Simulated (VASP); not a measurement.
Input of a VASP 6.6.1 run:

The input INCAR:

```
SYSTEM = InP
PREC = Accurate
ENCUT = 520
EDIFF = 1E-6
ISMEAR = 0
SIGMA = 0.05
LREAL = .False.
LASPH = .True.
NELM = 80
ALGO = Normal
ISIF = 2
LWAVE = .False.
LCHARG = .False.
NBANDS = 16
```

The input KPOINTS:

```
Automatic mesh
0
Gamma
  8 8 8
  0 0 0
```

POSCAR

```
InP
1.0
    0.0000000000      2.9133074840      2.9133074840
    2.9133074840      0.0000000000      2.9133074840
    2.9133074840      2.9133074840      0.0000000000
In P
1 1
Direct
    0.0000000000      0.0000000000      0.0000000000
    0.7500000000      0.7500000000      0.7500000000
```

Potentials or basis: VASP PAW LDA potentials, release 64 (In_d, P).

The run is started by

```sh
$ cat potpaw_LDA.64/In_d/POTCAR potpaw_LDA.64/P/POTCAR > POTCAR
$ mpirun -np 1 vasp_std > vasp.out
```

(1) Estimate the pressure.

(2) Estimate the band gap on the k mesh.

Answers

(1) 0.0 GPa.

(2) 0.61 eV, direct.

Caveat: spin-orbit coupling is left out, which moves the levels of the heavy elements.

**What was measured.**

From a printed reference work, data compilation, for a bulk crystal of InP at 1.6 K: band gap 1.4236 eV (direct).

A measured gap of InP is 1.4236 eV (direct; 1.6 K; a printed reference work, data compilation); the calculated 0.61 eV misses it by -0.82 eV. Spin-orbit coupling on In is left out. The value is that of LDA, without temperature or zero-point motion. Semilocal functionals fall short of measured gaps as a rule.
